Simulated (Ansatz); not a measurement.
# Formation energy and levels of the hydrogen on a lattice site H_Cl in CsLi2Cl3 (Immm)

Wanted: the transition levels of a hydrogen on a lattice site in CsLi2Cl3 (Immm), from a cell of 72 host atoms with 1 Cl taken out and 1 H put in.

Method: place-levels on PBEsol runs: charge-transition levels and formation energies with image-charge correction and potential alignment at the atomic sites, in Ansatz 0.2.0.

## Step 1: Set-up

The cell holds 72 atoms: 12 Cs, 24 Li, 35 Cl and 1 H. Cell: a = 13.503 Å, b = 11.191 Å, c = 12.249 Å, α = 90.0°, β = 90.0°, γ = 66.3°. It derives from CsLi2Cl3 (space group Immm). Nearest the centre at fractional (0.250, 0.750, 0.500): H24 at 0.00 Å, Li8 at 2.36 Å, Li12 at 2.36 Å, Cs3 at 3.41 Å, Cs25 at 3.41 Å, Cs27 at 3.41 Å, Cs1 at 3.41 Å, Cl37 at 3.79 Å.

Known beforehand: the electronic dielectric constant, (2.85, 2.89, 2.78), and the static one, (6.77, 18.28, 7.27), from a response run on this crystal (DFPT, PBEsol) at that run's own cell.

The cell's shortest repeat is 11.2 Å.

## Step 2: What was run first

Levels follow from differences of total energies between charge states, each relaxed by itself.

Random displacements of about 0.05 Å break the site symmetry at the start, so that the relaxation can reach a distorted minimum if there is one. Forces are taken at one point at (¼, ¼, ¼). The cell holds 1 electron more than the neutral one, with a uniform background that keeps it neutral on the whole. The electron count is odd, so at least one spin is unpaired; this run locks the moment at 1 μB.

The sampling was tested on the host first: at the k-points planned (1x1x1 shifted 0.25 0.25 0.25) its energy lies 0.002 eV an atom from the dense-mesh value, under the bound of 0.02 eV set for this test; that bounds the host's error, not the defect's.

One state's input; the others differ in charge, spin, start and seed, and in occupations where the table says so.

Input file qm1_M1.relax/input.yaml:

```yaml
crystal:
  lattice:
    - [13.50323186, 0.0, 0.0]
    - [4.50107729, 10.24634267, 0.0]
    - [0.0, 0.0, 12.24892595]
  atoms:
    - { symbol: Cs, position: [0.0, 0.0, 0.5] }
    - { symbol: Cs, position: [0.08333333, 0.25, 0.0] }
    - { symbol: Cs, position: [0.16666667, 0.5, 0.5] }
[... 1 atom line left out ...]
    - { symbol: Li, position: [0.0, 0.0, 0.80716514] }
[... 2 atom lines left out ...]
    - { symbol: Li, position: [0.25, 0.75, 0.30716514] }
[... 2 atom lines left out ...]
    - { symbol: Li, position: [0.16666667, 0.5, 0.19283486] }
    - { symbol: Li, position: [0.25, 0.75, 0.69283486] }
[... 1 atom line left out ...]
    - { symbol: Cl, position: [0.08333333, 0.75, 0.7720696] }
    - { symbol: Cl, position: [0.16666667, 0.0, 0.2720696] }
[... 2 atom lines left out ...]
    - { symbol: Cl, position: [0.08333333, 0.75, 0.2279304] }
    - { symbol: Cl, position: [0.16666667, 0.0, 0.7279304] }
[... 4 atom lines left out ...]
    - { symbol: H, position: [0.25, 0.75, 0.5] }
    - { symbol: Cs, position: [0.33333333, 0.0, 0.5] }
[... 1 atom line left out ...]
    - { symbol: Cs, position: [0.5, 0.5, 0.5] }
[... 7 atom lines left out ...]
    - { symbol: Li, position: [0.5, 0.5, 0.19283486] }
[... 1 atom line left out ...]
    - { symbol: Cl, position: [0.33333333, 0.5, 0.2720696] }
    - { symbol: Cl, position: [0.41666667, 0.75, 0.7720696] }
[... 2 atom lines left out ...]
    - { symbol: Cl, position: [0.33333333, 0.5, 0.7279304] }
    - { symbol: Cl, position: [0.41666667, 0.75, 0.2279304] }
[... 5 atom lines left out ...]
    - { symbol: Cl, position: [0.58333333, 0.75, 0.5] }
[... 23 atom lines left out ...]
    - { symbol: Cl, position: [0.91666667, 0.75, 0.5] }
  host:
    repeats: [3, 1, 1]
    atoms:
      - { symbol: Cs, position: [0.0, 0.0, 0.5] }
      - { symbol: Cs, position: [0.25, 0.25, 0.0] }
      # ... 22 more atoms of the perfect host
total_charge: -1
basis:
  ecutwfc: 420
  xc_grid: 2
hamiltonian:
  xc: pbesol
kpoints:
  mp_grid: { grid: [1, 1, 1], shift: [0.25, 0.25, 0.25] }
magnetization:
  spin_polarized: true
  initial_magnetization: 1
  spin_locking: { lock_magnetization: hard }
scf:
  occupations: { method: fixed }
  max_iter: 100
output:
  forces: true
  charged_corrections:
    epsilon: [2.85, 2.89, 2.78]
    static_epsilon: [6.77, 18.28, 7.27]
    defect_position: [0.25, 0.75, 0.5]
relax:
  f_tol: 0.02
  max_steps: 80
  random_displacement: { amplitude: 0.05, seed: 2954 }
checkpoint:
  write: "../qm1_M1.relax.run"
  compress: false
  write_wavefunctions: true
  write_every: 100000
```

Command:

```
$ ansatz run input.yaml --threads 4 --pin off --max-ram 14131MiB --backend cpu --events-out ev --progress --plain --runs-dir out
```

Defect states can disperse in a cell of this size, so the energy is taken again at a 2×2×2 shifted mesh, on the relaxed structure.

The run of this state that the levels use, under PBEsol:

Input file qm1_M1.point/input.yaml:

```yaml
crystal:
  checkpoint: "../qm1_M1.relax.run"
  host: checkpoint
total_charge: -1
basis:
  ecutwfc: 420
  xc_grid: 2
hamiltonian:
  xc: pbesol
kpoints:
  mp_grid: { grid: [2, 2, 2], shift: [0.5, 0.5, 0.5] }
magnetization:
  spin_polarized: true
  initial_magnetization: 1
  spin_locking: { lock_magnetization: hard }
scf:
  occupations: { method: fermi_dirac, width: 0.01 }
  max_iter: 100
output:
  forces: true
  eigenvalues: true
  charged_corrections:
    epsilon: [2.85, 2.89, 2.78]
    static_epsilon: [6.77, 18.28, 7.27]
    defect_position: [0.25, 0.75, 0.5]
  eigenstates: { localisation: true }
  populations: true
  efg: {}
  band_densities: [{ bands: [v1, v1] }, { bands: [c1, c1] }]
  write_density: true
  write_potential: true
  volumetric_format: npy
  elf: true
checkpoint:
  read: "../qm1_M1.relax.run"
  write: "../qm1_M1.point.run"
  compress: false
  write_wavefunctions: false
  write_every: 100000
```

Relaxations under PBEsol at one point at (¼, ¼, ¼); times on 4 threads of Arm Neoverse V1, shared host:

```tsv
charge	moment (μB)	occupations	outcome	steps	largest displacement against the far atoms (Å)	time
−1	1	fixed	converged	5	0.34	3.7 min
0	0	fixed	converged	5	0.33	1.7 min
+1	1	fixed	converged	6	0.37	5.3 min
```

Single points under PBEsol at a 2×2×2 shifted mesh; times on 4 threads of Arm Neoverse V1, shared host:

```tsv
charge	moment (μB)	occupations	outcome	time
−1	1	fermi-dirac	converged	7 min
0	0	fermi-dirac	converged	2.9 min
+1	1	fermi-dirac	converged	5.8 min
```

Distances (Å) from H24 to the nearest atoms after relaxation with PBEsol:

```tsv
charge	moment (μB)	1.	2.	3.	4.	5.	6.
−1	1	Li 2.02	Li 2.02	Cs 3.33	Cs 3.33	Cs 3.36	Cs 3.36
0	0	Li 2.03	Li 2.03	Cs 3.33	Cs 3.34	Cs 3.36	Cs 3.36
+1	1	Li 2.73	Li 2.74	Cs 3.51	Cs 3.51	Cs 3.52	Cs 3.52
```

## Step 3: Levels against the band edges, PBEsol

A charged cell interacts with its images and the background, and its potential has another zero than the host's. place-levels removes the first by a point-charge model, screened by the static dielectric constant since the ions have relaxed around the charge, and the second by comparing potentials at atoms far from the defect.

The host is a run of the defect-free crystal in the same cutoffs, grids and k-points, so that basis and sampling errors cancel in part in the differences. Its band edges come from a run of the primitive cell that searches the zone for them. The host is run in a cell of 24 atoms on a matching mesh. Chemical potentials are energies per atom of Cl (Cl2 molecule) and H (H2 molecule), run with the same functional and cutoff.

Input file levels.point.yaml:

```yaml
host:
  run: host.point.run
  levels_from: { run: edges.point.run }
states: [qm1_M1.point.run, q0.point.run, qp1_M1.point.run]
geometry_from:
  qm1_M1.point.run: qm1_M1.relax.run
  q0.point.run: q0.relax.run
  qp1_M1.point.run: qp1_M1.relax.run
  host.point.run: host.relax.run
chemical_potentials:
  Cl:
    energy: -1060.711994
    dataset: "<sha256 of the dataset>"
  H:
    energy: -15.609288
    dataset: "<sha256 of the dataset>"
epsilon: [2.85, 2.89, 2.78]
static_epsilon: [6.77, 18.28, 7.27]
vertical:
  - { from: qm1_M1.point.run, to: qm1_M1.point_neutral.run }
  - { from: qp1_M1.point.run, to: qp1_M1.point_neutral.run }
```

Command:

```
$ ansatz place-levels levels.point.yaml -- --threads 4 --pin off --max-ram 14131MiB
```

Numbers of over 12 decimals in the logs are rounded to 6 here.

The log of the run:

```text
[... repeated set-up lines and file paths are left out, and long positions are rounded to six places ...]
(+1/0) 0.753 eV above the valence edge, 4.597 eV under the conduction edge
(0/-1) 5.392 eV above the valence edge (+5.808 eV without the band-filling correction), in the conduction band
formation energy of charge +1: +2.703 eV with the Fermi level at the valence edge
formation energy of charge 0: +3.457 eV with the Fermi level at the valence edge
formation energy of charge -1: +8.849 eV with the Fermi level at the valence edge
vertical -1 to 0: no energy, since no alignment is typed
  the change from vertical[0].from (qm1_M1.point.run) to vertical[0].to (qm1_M1.point_neutral.run): by its potential at epsilon [2.85, 2.89, 2.78] it stands at 0.749 0.246 1.000, with an rms radius of about 8.7 Å (5.8 4.9 4.3 Å across the planes of the cell's [...]
vertical +1 to 0: no energy, since no alignment is typed
  the change from vertical[1].from (qp1_M1.point.run) to vertical[1].to (qp1_M1.point_neutral.run): by its potential at epsilon [2.85, 2.89, 2.78] it stands at 0.250 0.750 0.499, with an rms radius of about 0.4 Å (0.0 0.3 0.3 Å across the planes of the cell's [...]
  edges by pbesol of host.levels_from (edges.point.run), its mesh sampled to repeats of 36.01 Å (the valence edge +0.044 eV and the conduction edge -0.312 eV from those of the host's own run), gap 5.351 eV; the host is sampled to repeats of 27.28 Å
  the defect's cells are sampled to repeats of 27.28 Å, like sampling
  charge +1: -109180.3610 eV with its correction of +0.070 eV, at epsilon [6.77, 18.28, 7.27], aligned at sites: -0.0973 eV, mean over 41 atomic sites at or beyond 5.60 Å from the defect at [0.2500, 0.7500, 0.5000], with -0.007030 for the charge's moments and [...]
  charge 0: +0.000 eV for its dipole among its images, +0.000 omitted
  charge -1: -109169.5576 eV with its correction of +0.223 eV, at epsilon [6.77, 18.28, 7.27], aligned at sites: -0.0557 eV, mean over 41 atomic sites at or beyond 5.60 Å from the defect at [0.2500, 0.7500, 0.5000], with +0.000000 for the charge's moments and [...]
  states[0] (qm1_M1.point.run): levels filled in part (TS 0.007 eV): its energy is of no whole electron's
  of states[1] (q0.point.run): its displacements don't fall off away from the defect: farther atoms stand 0.016 Å off the host's places. [...]
  of states[0] (qm1_M1.point.run): it parts from the run at its places by a charge that spreads by about 4.9 Å along one vector (1.8 Å or more is wide), by its potential at epsilon [2.85, 2.89, 2.78], taken for that of held ions (one typed too small widens [...]
  vertical[0].from (qm1_M1.point.run): levels filled in part (TS 0.007 eV): its energy is of no whole electron's
  of vertical[0].from (qm1_M1.point.run): its displacements don't fall off away from the defect: farther atoms stand 0.014 Å off the host's places. [...]
  of vertical[0].to (qm1_M1.point_neutral.run): its displacements don't fall off away from the defect: farther atoms stand 0.014 Å off the host's places. [...]
```

The job ended after 0.41 s (4 threads of Arm Neoverse V1, shared host).

Under PBEsol the gap is 5.35 eV, (+1/0) 0.75, (0/−1) 5.39 (outside the gap) (with band filling) eV.

Levels between the charges placed, in eV above the valence top:

```tsv
	gap (eV)	(+1/0)	(0/−1)
PBEsol	5.35	0.75	5.39
```

Corrections by state:

```tsv
charge	moment (μB)	image terms and alignment (eV)	band filling (eV)	ε used	over the lowest of its charge, as the program ranks them, band filling apart (eV)
+1	1.0	0.070	-	principal values (6.77, 7.27, 18.28)	0.000
0	0.0	0.000	-	-	0.000
−1	1.0	0.223	-0.416	principal values (6.77, 7.27, 18.28)	0.000
```

The charged structures listed were also run neutral, and place-levels reads from each pair, by the potential or the spins, how wide the charge is by which they differ; that can be the carrier of either run.

```tsv
charge	rms radius (Å)	spread where it is widest against the cell (Å)	wide from (Å)	reading
+1	0.4	0.30	1.77	narrow
−1	8.7	4.86	1.77	wide
```

The neutral runs of these pairs need not share the spin of the lowest neutral state, and very wide values only mean spread over the cell.

From the program's caveats on the states, each cut to its opening words:

- charge 0: its displacements don't fall off away from the defect: farther atoms stand 0.016 Å off the host's places
- charge −1 (1 μB): it parts from the run at its places by a charge that spreads by about 4.9 Å along one vector (1.8 Å or more is wide), by its potential at epsilon [2.85, 2.89, [...]
- charge −1 (1 μB): a band-filling correction moves a carrier to the host's band edge, which changes its energy by -0.416 eV
- charge −1 (1 μB): its displacements don't fall off away from the defect: farther atoms stand 0.014 Å off the host's places
- charge −1 (1 μB): its moments are held at its close (magnetization.spin_locking), by a field of 0.039 eV a Bohr magneton, and its energy and levels are of the state that this [...]

Chemical potentials of the elements' reference phases, run alike. Formation energy by charge state (elemental references; gap 5.35 eV):

```tsv
charge	at valence top (eV)	at conduction bottom (eV)	correction included (eV)
+1	2.70	8.05	0.07
0	3.46	3.46	0.00
−1	8.85	3.50	-0.19
```

```
Fermi level (eV)  lowest formation energy (eV)
            0.00                          2.70
            0.49                          3.19
            0.97                          3.46
            1.46                          3.46
            1.94                          3.46
            2.43                          3.46
            2.92                          3.46
            3.41                          3.46
            3.89                          3.46
            4.38                          3.46
            4.86                          3.46
            5.35                          3.46
```

## Step 4: Effect of the sampling

The relaxations' own energies give the levels at their sampling, for comparison.

Input file levels.relax_mesh.yaml:

```yaml
host:
  run: host.relax.run
  levels_from: { run: edges.relax.run }
states: [qm1_M1.relax.run, q0.relax.run, qp1_M1.relax.run]
chemical_potentials:
  Cl:
    energy: -1060.711994
    dataset: "<sha256 of the dataset>"
  H:
    energy: -15.609288
    dataset: "<sha256 of the dataset>"
```

Command:

```
$ ansatz place-levels levels.relax_mesh.yaml -- --threads 4 --pin off --max-ram 14131MiB
```

The log of the run:

```text
(+1/0) 0.751 eV above the valence edge, 4.600 eV under the conduction edge
[...]
formation energy of charge +1: +2.680 eV with the Fermi level at the valence edge
formation energy of charge 0: +3.431 eV with the Fermi level at the valence edge
formation energy of charge -1: +8.831 eV with the Fermi level at the valence edge
  edges by pbesol of host.levels_from (edges.relax.run), its mesh sampled to repeats of 36.01 Å (the valence edge +0.043 eV and the conduction edge -0.313 eV from those of the host's own run), gap 5.351 eV; the host is sampled to repeats of 13.64 Å
[... the lines on each state left out ...]
```

Wall time 0.15 s (4 threads).

Levels between neighbouring charges, in eV above the valence top:

```tsv
	gap (eV)	(+1/0)	(0/−1)
one point at (¼, ¼, ¼)	5.35	0.75	5.40
a 2×2×2 shifted mesh	5.35	0.75	5.39
```

Going from one point at (¼, ¼, ¼) to a 2×2×2 shifted mesh moves the levels that carry no band-filling term by up to 0.00 eV and formation energies against the elements by up to 0.03 eV; band-filling terms, which differ between samplings, are in these energies.

## Step 5: Levels against the band edges, r2SCAN

r2SCAN on the same structure is run to see how far the result rests on the functional, though not on the errors that semilocal functionals share; the sampling changes too, to one point at (¼, ¼, ¼), so differences hold both changes.

Input file qm1_M1.r2scan/input.yaml:

```yaml
crystal:
  checkpoint: "../qm1_M1.relax.run"
  host: checkpoint
total_charge: -1
basis:
  ecutwfc: 500
  xc_grid: 2
hamiltonian:
  xc: r2scan
kpoints:
  mp_grid: { grid: [1, 1, 1], shift: [0.25, 0.25, 0.25] }
magnetization:
  spin_polarized: true
  initial_magnetization: 1
  spin_locking: { lock_magnetization: hard }
scf:
  occupations: { method: fermi_dirac, width: 0.01 }
  max_iter: 100
output:
  forces: true
  eigenvalues: true
  charged_corrections:
    epsilon: [2.85, 2.89, 2.78]
    static_epsilon: [6.77, 18.28, 7.27]
    defect_position: [0.25, 0.75, 0.5]
checkpoint:
  write: "../qm1_M1.r2scan.run"
  compress: false
  write_wavefunctions: false
  write_every: 100000
```

Elapsed: 3.5 min, on 4 threads; peak memory 6.4 GiB.

Input file levels.r2scan.yaml:

```yaml
host:
  run: host.r2scan.run
  levels_from: { run: edges.r2scan.run }
states: [qm1_M1.r2scan.run, q0.r2scan.run, qp1_M1.r2scan.run]
geometry_from:
  qm1_M1.r2scan.run: qm1_M1.relax.run
  q0.r2scan.run: q0.relax.run
  qp1_M1.r2scan.run: qp1_M1.relax.run
  host.r2scan.run: host.relax.run
chemical_potentials:
  Cl:
    energy: -1083.517615
    dataset: "<sha256 of the dataset>"
  H:
    energy: -15.945667
    dataset: "<sha256 of the dataset>"
```

Command:

```
$ ansatz place-levels levels.r2scan.yaml -- --threads 4 --pin off --max-ram 14131MiB
```

The log of the run:

```text
(+1/0) 0.966 eV above the valence edge, 5.244 eV under the conduction edge
[...]
formation energy of charge +1: +2.732 eV with the Fermi level at the valence edge
formation energy of charge 0: +3.699 eV with the Fermi level at the valence edge
formation energy of charge -1: +9.960 eV with the Fermi level at the valence edge
  edges by r2scan of host.levels_from (edges.r2scan.run), its mesh sampled to repeats of 36.01 Å (the valence edge +0.051 eV and the conduction edge -0.233 eV from those of the host's own run), gap 6.210 eV; the host is sampled to repeats of 13.64 Å
[... the lines on each state left out ...]
```

Run time: 0.25 s. Hardware: 4 threads.

Under r2SCAN the gap is 6.21 eV, (+1/0) 0.97, (0/−1) 6.26 (outside the gap) (with band filling) eV.

## Step 6: Side by side

Levels between neighbouring charges, in eV above each run's own valence top:

```tsv
	gap (eV)	(+1/0)	(0/−1)	CPU time a state at this stage (restarts are quicker than cold starts)
PBEsol, 2×2×2 shifted mesh	5.35	0.75	5.39	20 min
r2SCAN on PBEsol structures, (¼, ¼, ¼)	6.21	0.97	6.26	10 min
```

## Step 7: Outcome

| Item | Value |
| --- | --- |
| gap of the host | 5.35 eV (PBEsol) |
| level (plus 1/0) | 0.75 eV above the valence top |
| level (0/minus 1) | 5.39 eV above the valence top, past the conduction bottom (5.81 eV above the valence top without the band-filling term) |
| lowest of the charges placed, just above the valence top (0.02 eV) | +1 |
| lowest of the charges placed, just below the conduction bottom (0.02 eV) | 0 |
| lowest formation energy at mid-gap of the charges run, elemental references | 3.46 eV |

In words: Of the charges placed (−1, 0 and +1), the lowest changes at 0.75 eV (+1/0) above the valence top, in a gap of 5.35 eV. Charges above +1 were not placed, so these runs say nothing of levels that involve them. States placed: +1 at 1 μB; 0 at 0 μB; −1 at 1 μB. Other spin states or structures, where not listed, weren't placed. The program finds carriers beyond a band edge of the host and adds a band-filling term at charge −1 (-0.42 eV); steps to such a charge show no bound level, and a defect level inside a band would be read the same way. H is taken at its element; compounds, which aren't counted here, bound the chemical potentials and would shift these formation energies. Going from one point at (¼, ¼, ¼) to a 2×2×2 shifted mesh moves the levels that carry no band-filling term by up to 0.00 eV and formation energies against the elements by up to 0.03 eV; band-filling terms, which differ between samplings, are in these energies. Limits: PBEsol makes the gap too small and tends to spread out bound carriers; where a gas molecule sets a chemical potential or the host's formation energy, its binding is uncorrected; spin–orbit coupling, which can matter with heavy atoms, is left out.

[Logs are printed without paths, hosts, clocks, repeated set-up lines and the standing remarks that a program may print on its own settings, such as how far it seeks lower states.]

[Hosts, paths, dates, database ids (printed as entryN), source tags and the programs' standing remarks are cut or masked in the printed files.]

[Where a table of states has a column of steps, it counts the stored structures, which are thinned; the runs took as many ionic steps or more.]

[A defect's name tells the site on which it was built; relaxed atoms can leave that site.]

[For some hosts the program warned that the k-mesh of the response run may be too coarse for force constants and the static dielectric constant; such warnings are not shown here.]
